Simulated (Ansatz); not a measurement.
# Abstraction of Br: SnH3Br + C4H9 → SnH3 + C4H9Br

Gas-phase species: SnH3Br `[Br][SnH3]`, singlet; C4H9 (1-butyl radical) `[CH2]CCC`, doublet; SnH3 `[SnH3]`, doublet; C4H9Br `CCCCBr`, singlet. A radical takes Br: the energy is the difference in strength between the Sn–Br bond broken and the C–Br bond made.

Shapes, held fixed at every level: PBE0-D4/def2-TZVP. Flexible molecules stand in one conformer, not always the lowest. Programs: Ansatz 0.2.0. The zero-point and thermal change to 298 K, harmonic and unscaled (PBE0-D4/def2-TZVP), is +6.7 kJ/mol.

Estimate ΔH(298 K) of this reaction.

r2SCAN0-D4/def2-TZVPP gives ΔH(298 K) = +52.2 kJ/mol; the levels span +13.4 to +78.9. The median of the levels is +35.3. No measured value is set beside it here. Open shells run unrestricted. For atoms past krypton def2 sets carry core potentials with scalar relativity. Relativity is left out for Br. Outer-core shells of Br, Sn are correlated, in sets that cover them unevenly.

| level | kind | ΔH(298 K) (kJ/mol) |
| --- | --- | --- |
| MP2/def2-SVP | perturbation theory | +30.5 |
| MP2/def2-TZVPP | perturbation theory | +26.8 |
| HF/def2-SVP | Hartree–Fock | +78.9 |
| SPW92/def2-TZVPP | LDA | +13.4 |
| PBE-D4/def2-TZVPP | GGA | +30.9 |
| r2SCAN-D4/def2-TZVPP | meta-GGA | +49.3 |
| PBE0-D4/def2-TZVPP | global hybrid | +39.7 |
| r2SCAN0-D4/def2-TZVPP | global hybrid | +52.2 |
